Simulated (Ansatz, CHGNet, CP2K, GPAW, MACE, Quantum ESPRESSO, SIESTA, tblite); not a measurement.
## Rutile SnO2, size series (72 atoms): one structure in several programs

Wanted: errors and costs of other methods on rutile SnO2, size series (72 atoms). A plane-wave run serves as the reference.

Main program and level: Ansatz 0.2.0; Kohn-Sham DFT, PBE, PAW, plane waves.

**1. The starting structure**

The cell holds 72 atoms: 24 Sn and 48 O. Cell: a = 9.474 Å, b = 9.474 Å, c = 9.558 Å, α = 90.0°, β = 90.0°, γ = 90.0°. It derives from SnO2 (rutile), repeated 2×2×3. Rutile SnO2 (cell 4.737, 4.737, 3.186, 90, 90, 90), 2 x 2 x 3 conventional cells; ideal positions. Then every atom was moved at random, 0.03 Å r.m.s. a Cartesian component.

**2. Reference: Ansatz, plane waves**

The PAW files are the set soft_2.

File input.yaml:

```yaml
crystal:
  lattice:
    - [9.474, 0.0, 0.0]
    - [0.0, 9.474, 0.0]
    - [0.0, 0.0, 9.558]
  atoms:
    - { symbol: Sn, position: [0.99483, 0.00434, 0.99979] }
    - { symbol: Sn, position: [0.24738, 0.24789, 0.16772] }
    - { symbol: O, position: [0.15146, 0.15925, 0.99825] }
    - { symbol: O, position: [0.3504, 0.35089, 0.0022] }
    [... 62 atom lines left out ...]
    - { symbol: Sn, position: [0.49718, 0.49848, 0.67221] }
    - { symbol: Sn, position: [0.75466, 0.74846, 0.83026] }
    - { symbol: O, position: [0.6524, 0.64857, 0.66416] }
    - { symbol: O, position: [0.84911, 0.84514, 0.6669] }
    - { symbol: O, position: [0.59868, 0.90195, 0.83484] }
    - { symbol: O, position: [0.89681, 0.59361, 0.82828] }
kpoints:
  mp_grid: { grid: [1, 1, 1] }
hamiltonian:
  xc: pbe
scf:
  occupations: { method: fermi_dirac, width: 0.05 }
output:
  forces: true
  eigenvalues: true
  populations: true
  stress: true
```

Started as:

```
$ ansatz run input.yaml --threads 8 --pin off --max-ram 15872MiB --backend cpu --events-out ev --progress --plain --runs-dir out
```

Numbers of over 12 decimals in the logs are rounded to 6 here.

The program printed:

```text
[...]
Pseudopotentials: kind: paw
Pseudopotential: Sn, paw, valence charge 14, recommended cutoff 420 eV (normal), Sn.paw.azcp
Pseudopotential: O, paw, valence charge 6, recommended cutoff 420 eV (normal), O.paw.azcp
[... 5 lines on functional and potentials left out ...]
Crystal: 72 atoms, lattice volume = 857.894 Å³
Basis set: ecut = 420 eV, 16839 PW (Γ), exchange–correlation on 128×128×128 points (8 copies of the dense FFT grid, shifted against one another)
Bands: 384, of which v1, the nominal top of the filled ones, is band 312 counted from 1 (311 counted from 0)
Symmetry: 1 space group operations
Space group: P1 (ITA 1), of the structure as read, at distance tolerance 9.5e-5 Å
k-points: 1
[... 5 lines on functional and potentials left out ...]
Initial density: superposition of atomic densities (neutral atoms: chi_scale 0, normalization atom), corrected by the library's trained network
Initial wavefunctions: pseudopotential atomic-orbital guess
[...]
SCF iter   1: F=—  HF=-171811.065633 eV  |F-HF|=—  |Δ(HF+E_count)|=         —  Δρ=1.81e-3  dr2=1.35e-2  ethr=1.77e-3  ⟨swp⟩=5.0  Hψ=1401  notcnv=0  defer=34
preconditioner: auto → Resta (q_TF=auto, 2.587 Å⁻¹)  ε∞=3.6  [insulator: Δε(μ)=1.220 eV  Ē_g=19.718 eV  σ=0.050 eV  W_gap=1.00  n_scr=250 (ndim 8)  ℏωp=31.7 eV  f_vac=0.026  D(μ)=0.00/eV (n_scr^D=0)  ε∞_Penn≈3.6]
[...]
SCF iter   7: F=—  HF=-171811.075037 eV  |F-HF|=—  |Δ(HF+E_count)|=   2.43e-7  Δρ=4.45e-6  dr2=1.20e-7  ethr=1.84e-10  ⟨swp⟩=2.0  Hψ=503  notcnv=0  defer=67
SCF iter   8: F=-171811.075037 eV  HF=-171811.075037 eV  |F-HF|=7.54e-9  |Δ(HF+E_count)|=   6.16e-8  Δρ=1.22e-6  dr2=1.02e-8  ethr=1.60e-11  ⟨swp⟩=14.0  Hψ=2042  notcnv=0
SCF 1 converged in 8 iterations: F = -171811.075037 eV  dr2 = 1.02e-8
[...]
SCF converged after 8 iterations
Free energy (F): -171811.075037 eV
Harris-Foulkes:  -171811.075037 eV  (|F-HF|=7.54e-9)
Internal energy: -171811.075022 eV  (E = F + TS)
E sigma→0 (E₀):  -171811.075030 eV
Entropy (-TS):   -0.000016 eV (-0.000 meV/atom)
Fermi energy:    10.206418 eV
--- Per-component energies (eV) ---
[...]
Σ components = -171811.075037   (vs F -171811.075037, Δ=0.00e0)
--- Forces (eV/Å), atoms counted from 1 ---
  atom   1  Sn     0.99070030    -0.32193664     0.37747247
  atom   2  Sn     0.95264694    -0.17736758    -1.13343648
  atom   3  O     -0.34486515    -0.42369285     0.03240007
  atom   4  O     -0.49808700    -0.38701932    -0.42768087
[...]
atom  72  O      0.99940854    -0.59767915     0.42702279
  max |Σ_I F_I| component: 1.18e-5 eV/Å
--- Stress (GPa, compression-positive) ---
       10.451431       0.001776       0.718177
        0.001777      10.528594      -0.210651
        0.718178      -0.210651      14.147133
  P = ⅓ Tr σ = 11.7091 GPa (117.091 kbar)
--- Band table (eV) ---
  k-point 0: bands = ["-11.6661", "-11.5519", "-11.5228", "-11.4963", [... 368 levels ...], "20.1260", "20.1684", "20.2210", "20.2717", "20.3137", "20.4044", "20.4325", "20.4725", "20.4959", "20.5348", "20.5778", "20.6474"]
--- Löwdin populations: 72 sites ---
  site symbol       q [e]
     0     Sn     12.2418
     1     Sn     12.2384
     2      O      6.8128
[...]
71      O      6.8079
  spilling = 0.005123 (of n_electrons = 624.000000)
```

Run time: 5.6 s. Hardware: 8 threads of Arm Neoverse V2, shared host; peak memory 1.2 GiB.

Reading the cycles: dr2 is the Hartree energy of the density residual (eV), the measure of convergence; HF is the Harris–Foulkes estimate of the energy, which meets the free energy F at convergence.

Read from the output:

- free energy: -171811.0750 eV
- free energy per atom: -2386.2649 eV/atom
- SCF cycles: 8
- pressure: 11.71 GPa
- r.m.s. force component: 0.7765 eV/Å
- longest force: 3.485 eV/Å
- Fermi energy: 10.21 eV
- gap (highest filled to lowest empty level): 1.203 eV
- spilling of the projection: 0.005123

Length of the force by element:

| element | coordination | atoms | mean length of the force (eV/Å) | spread | least | most |
| --- | --- | --- | --- | --- | --- | --- |
| O | all | 48 | 1.00 | 0.576 | 0.184 | 3.30 |
| Sn | all | 24 | 1.50 | 0.717 | 0.205 | 3.49 |

Löwdin charges by element (they lack the spilled electrons, 0.044 e an atom on average):

```
element  coordination  atoms  mean charge (e)  spread   least    most
      O           all     48           -0.814  0.0029  -0.820  -0.807
     Sn           all     24             1.76  0.0123    1.74    1.80
```

The levels nearest the highest filled one (over half full), pooled over k-points and spins:

| level less the highest filled one (eV) | occupation |
| --- | --- |
| -0.669 | 2 |
| -0.625 | 2 |
| -0.605 | 2 |
| -0.552 | 2 |
| -0.536 | 2 |
| 0 | 2 |
| 1.20 | 0 |
| 4.27 | 0 |
| 4.31 | 0 |
| 4.35 | 0 |
| 4.41 | 0 |
| 4.64 | 0 |

The run ends at a pressure of 11.71 GPa, with forces up to 3.5 eV/Å.

**3. What was run beside it**

The programs:
- CHGNet: machine-learned potential, published weights.
- CP2K 2026.2: Gaussian basis with GTH pseudopotentials and a plane-wave density; labels give functional, basis (MOLOPT sets; SR short-range, UZH the newer set with its own potentials), grid cutoff/relative cutoff and solver (OT: orbital transformation; TRS4, TC2, SIGN: linear-scaling purification with its sparsity filter), or its built-in tight binding.
- GPAW 26.7.0: PAW with atomic orbitals (LCAO), plane waves or a real-space grid of spacing h.
- MACE: machine-learned potential, published weights.
- Quantum ESPRESSO 7.5: plane waves; labels (QE) give functional, pseudopotential set and cutoffs of waves/density.
- SIESTA 5.4.2: numerical atomic orbitals, whose automatically made sets are far from complete, with PseudoDojo norm-conserving potentials that we converted to its format (checked against plane waves on the same files for H, C, O, Si, Ge and Ca alone); labels give functional, basis size, energy shift and mesh cutoff.
- tblite 0.8.0: extended tight binding, driven from Python.

All use the same cell and atoms; the electronic-structure runs use the same k-mesh, and an electronic temperature of 580 K (0.05 eV) where levels are smeared.

Differences are against the plane-wave reference, forces as r.m.s. over components; share is that over the reference's r.m.s. force, slope the least-squares factor from reference forces to these. Total energies of different programs have different zeros and aren't compared.

| run | Δ force, r.m.s. (meV/Å) | share (%) | slope | Δ pressure (GPa) | Δ gap (eV) | cores | CPU time | memory (GiB) |
| --- | --- | --- | --- | --- | --- | --- | --- | --- |
| reference | - | - | - | - | - | 8 | 40 s | 1.2 |
| CHGNet 0.3.0 potential | 174 | 22.4 | 0.791 | 1.06 | - | 1 | 3.6 s | 1.4 |
| CHGNet r2SCAN potential | 320 | 41.2 | 0.592 | -6.25 | - | 1 | 3.3 s | 1.4 |
| CP2K GFN1-xTB, OT DIIS | 358 | 46.2 | 0.606 | -28.1 | - | 1 | 5.1 s | 0.34 |
| CP2K PBE, DZVP-MOLOPT-SR, 600/50 Ry, OT CG | 51.3 | 6.60 | 0.980 | 3.02 | -0.202 | 4 | 13 min | 3.1 |
| CP2K PBE, SZV-MOLOPT-SR, 600/50 Ry, OT CG (coarse) | 153 | 19.7 | 1.171 | 12.7 | -0.861 | 2 | 6.4 min | 1.2 |
| CP2K PBE, SZV-MOLOPT-SR, 600/50 Ry, TRS4 filter 1e-04, SCF 1e-05 (coarse) | 165 | 21.2 | 1.186 | 12.8 | - | 2 | 44 s | 1.2 |
| CP2K PBE, SZV-MOLOPT-SR, 600/50 Ry, TRS4 filter 1e-06, SCF 1e-06 (coarse) | 150 | 19.3 | 1.163 | 12.7 | - | 2 | 51 s | 1.2 |
| CP2K PBE, SZV-MOLOPT-SR, 600/50 Ry, TRS4 filter 1e-07, SCF 1e-07 (coarse) | 154 | 19.9 | 1.173 | 12.7 | - | 2 | 71 s | 1.2 |
| GPAW LDA, LCAO dzp, h 0.18 Å | 62.1 | 8.00 | 0.984 | - | -0.37 | 1 | 1.7 min | 1.3 |
| GPAW PBE, LCAO dzp, h 0.18 Å | 64.8 | 8.34 | 1.071 | - | -0.243 | 1 | 1.8 min | 1.3 |
| MACE MP-0b2 small potential | 55.1 | 7.10 | 0.959 | 0.295 | - | 1 | 5.5 s | 0.66 |
| QE PBE, sssp-1.3.0-efficiency, 60/480 Ry | 15.3 | 1.97 | 1.017 | 0.480 | -0.012 | 4 | 6.5 min | 2.9 |
| SIESTA PBE, DZP, shift 0.01 Ry, mesh 500 Ry | 100 | 12.9 | 1.107 | 5.99 | -0.283 | 2 | 5.2 min | 2 |
| SIESTA PBE, SZP, shift 0.01 Ry, mesh 500 Ry (coarse) | 123 | 15.9 | 1.144 | 8.30 | -0.361 | 2 | 4.1 min | 1.8 |
| tblite IPEA1-xTB | 408 | 52.5 | 0.603 | -11.3 | - | 1 | 5.2 s | 0.12 |

Rows marked coarse were listed beforehand as settings not expected to be converged; some can still land near the reference.

Times of the machine-learned potentials are mostly Python's start and the loading of weights.

CPU time is summed over cores on a shared host, where runs went side by side, so it is rough. Symmetry, cutoffs, thresholds, outputs and thread counts weren't matched or tuned between programs; memory under MPI is the largest rank's times the ranks.

Runs without a result: tblite GFN2-xTB (not converged).

Mean charges by element (e), by run and scheme:

```csv
run,scheme,Sn,O
reference,Löwdin,+1.76,-0.81
"CP2K GFN1-xTB, OT DIIS",Mulliken,+0.93,-0.47
"CP2K PBE, DZVP-MOLOPT-SR, 600/50 Ry, OT CG",Mulliken,+1.75,-0.88
"SIESTA PBE, DZP, shift 0.01 Ry, mesh 500 Ry",Hirshfeld,+0.56,-0.28
tblite IPEA1-xTB,Mulliken,+0.47,-0.24
```

The reference's Löwdin charges lack the electrons that the projection spills, 0.044 e an atom on average.

Within one program, basis, potentials and functional, energies share a zero. Each run against its twin at the usual cutoff or grid and solver:

| run | twin | Δ energy (meV/atom) | Δ force, r.m.s. (meV/Å) | CPU time over the twin's |
| --- | --- | --- | --- | --- |
| CP2K PBE, SZV-MOLOPT-SR, 600/50 Ry, TRS4 filter 1e-04, SCF 1e-05 | SZV-MOLOPT-SR, 600/50 Ry, OT CG | 0.374 | 24.2 | 0.12 |
| CP2K PBE, SZV-MOLOPT-SR, 600/50 Ry, TRS4 filter 1e-06, SCF 1e-06 | SZV-MOLOPT-SR, 600/50 Ry, OT CG | 0.121 | 15.9 | 0.13 |
| CP2K PBE, SZV-MOLOPT-SR, 600/50 Ry, TRS4 filter 1e-07, SCF 1e-07 | SZV-MOLOPT-SR, 600/50 Ry, OT CG | 0.0158 | 5.57 | 0.18 |

A second geometry, displaced anew (every atom was moved at random, 0.06 Å r.m.s. a Cartesian component), gives an energy difference that all programs can be tested on. The reference puts it at 105.2 meV/atom.

| run | energy less the first geometry's (meV/atom) | error (meV/atom) | force share at the second geometry (%) |
| --- | --- | --- | --- |
| MACE MP-0b2 small potential | 99.80 | -5.38 | 6.94 |
| SIESTA PBE, DZP, shift 0.01 Ry, mesh 500 Ry | 114.9 | 9.67 | 12.0 |
| QE PBE, sssp-1.3.0-efficiency, 60/480 Ry | 106.8 | 1.58 | 1.80 |
| CHGNet 0.3.0 potential | 84.41 | -20.8 | 17.0 |
| tblite IPEA1-xTB | 60.90 | -44.3 | 46.3 |
| CP2K PBE, DZVP-MOLOPT-SR, 600/50 Ry, OT CG | 104.6 | -0.537 | 4.83 |
| GPAW PBE, LCAO dzp, h 0.18 Å | 111.3 | 6.15 | 7.36 |
| CP2K GFN1-xTB, OT DIIS | 61.22 | -44.0 | 46.0 |
| CHGNet r2SCAN potential | 64.92 | -40.3 | 34.4 |
| SIESTA PBE, SZP, shift 0.01 Ry, mesh 500 Ry | 118.5 | 13.3 | 15.1 |
| CP2K PBE, SZV-MOLOPT-SR, 600/50 Ry, OT CG | 121.6 | 16.4 | 14.5 |
| GPAW LDA, LCAO dzp, h 0.18 Å | 104.1 | -1.13 | 3.53 |

**4. Summary of results**

| Quantity | Value |
| --- | --- |
| reference r.m.s. force component | 0.777 eV/Å |
| nearest in forces | QE PBE, sssp-1.3.0-efficiency, 60/480 Ry, 2.0 % |
| farthest in forces | tblite IPEA1-xTB, 53 % |
| cheapest electronic-structure run beside the reference | CP2K GFN1-xTB, OT DIIS, 5.1 s of CPU time |

PBE on plane waves or a grid with other potentials, cutoffs or grids, coarse settings apart, differs from the reference by 2.0 % (QE PBE, sssp-1.3.0-efficiency, 60/480 Ry) of the r.m.s. force; this holds the reference's own error, so differences of a few per cent don't tell which side is nearer the exact PBE result (QE's 60 Ry are 816 eV, against the reference's 420 eV). The PBE runs in local orbitals, coarse settings apart, differ by 6.6 % (CP2K PBE, DZVP-MOLOPT-SR, 600/50 Ry, OT CG) to 13 % (SIESTA PBE, DZP, shift 0.01 Ry, mesh 500 Ry); basis, grid and potentials can all enter. Tight binding differs by 46 % (CP2K GFN1-xTB, OT DIIS) to 53 % (tblite IPEA1-xTB); it is another model, with fitted parameters of its own, and the xTB methods hold dispersion. Machine-learned potentials differ by 7.1 % (MACE MP-0b2 small potential) to 41 % (CHGNet r2SCAN potential); they were trained on other programs' data, some at another functional. Among those trained on PBE data the slope goes as low as 0.79, which softening far from their training structures can give, though the reference's k-sampling is untested too. Rows with another functional or a dispersion term differ by 8.0 % (GPAW LDA, LCAO dzp, h 0.18 Å), which mixes the change of model with differences of basis and potentials. IPEA1-xTB was fitted to ionisation energies and electron affinities, not to forces or charges. Runs with settings chosen to be coarse differ by 16 % (SIESTA PBE, SZP, shift 0.01 Ry, mesh 500 Ry) to 21 % (CP2K PBE, SZV-MOLOPT-SR, 600/50 Ry, TRS4 filter 1e-04, SCF 1e-05), their programs' other errors included. Of the electronic-structure runs that take under half the reference's CPU time, CP2K GFN1-xTB, OT DIIS comes nearest, at 46 % in 5.1 s against 40 s; its pressure misses by -28.1 GPa. CP2K PBE, SZV-MOLOPT-SR, 600/50 Ry, TRS4 filter 1e-04, SCF 1e-05 stiffens the forces by a factor of 1.19 while following their directions (correlation 0.996); the slopes of the 6 CP2K runs lie between 0.61 and 1.19. At the same functional, gaps differ from the reference's 1.20 eV by between -0.86 and -0.01 eV. These are spacings on the run's k-points, which needn't hold the band edges. In pressure, CP2K PBE, SZV-MOLOPT-SR, 600/50 Ry, TRS4 filter 1e-04, SCF 1e-05 misses by +12.8 GPa, at the same functional. Charges hang on model, scheme and program or settings: among these rows the mean for Sn runs from +0.47 to +1.76 e. With TRS4, tightening the sparsity filter from 1e-04 to 1e-07, and the SCF threshold with it, takes the force difference from the cubic solver from 24 to 5.6 meV/Å, and the CPU time from 0.12 to 0.18 times the cubic solver's. The energy difference between the two geometries, 105 meV/atom in the reference, is met best by CP2K PBE, DZVP-MOLOPT-SR, 600/50 Ry, OT CG (-0.537) and worst by tblite IPEA1-xTB (-44.3) and CP2K GFN1-xTB, OT DIIS (-44). In the reference: filled and empty levels are parted by 1.20 eV at Γ alone; the mesh holds the band edges only if they fold onto it, so the gap at this level can be narrower or closed, while semilocal functionals tend to narrow gaps against experiment. In the reference: mean Löwdin charges: O -0.81, Sn +1.76 e (they miss 0.51 % of the electrons, so they add up to more than the cell's charge). Periodic xTB results under one method name differ between programs and library versions. The potentials hold different valence shells: 624 electrons in the reference, 384 in CP2K with SZV-MOLOPT-SR; this bears on time and differences. Machine-learned potentials mimic data converged in k, so the reference's own k-point error enters their differences. The reference's stress is far from hydrostatic: its diagonal is 10.5, 10.5, 14.1 GPa, compression counted positive. The reference's pressure of 12 GPa says that the cell would expand at this level of theory. The electronic-structure runs sample only Γ, in a cell whose shortest periodic width is 9 Å.

[Also dropped from logs without a mark: logging warnings of Python, and SIESTA's first energy breakdown and zero terms.]

[Logs are printed without paths, hosts, clocks, repeated set-up lines and the standing remarks that a program may print on its own settings, such as how far it seeks lower states.]

[Hosts, paths, dates, database ids (printed as entryN), source tags and the programs' standing remarks are cut or masked in the printed files.]
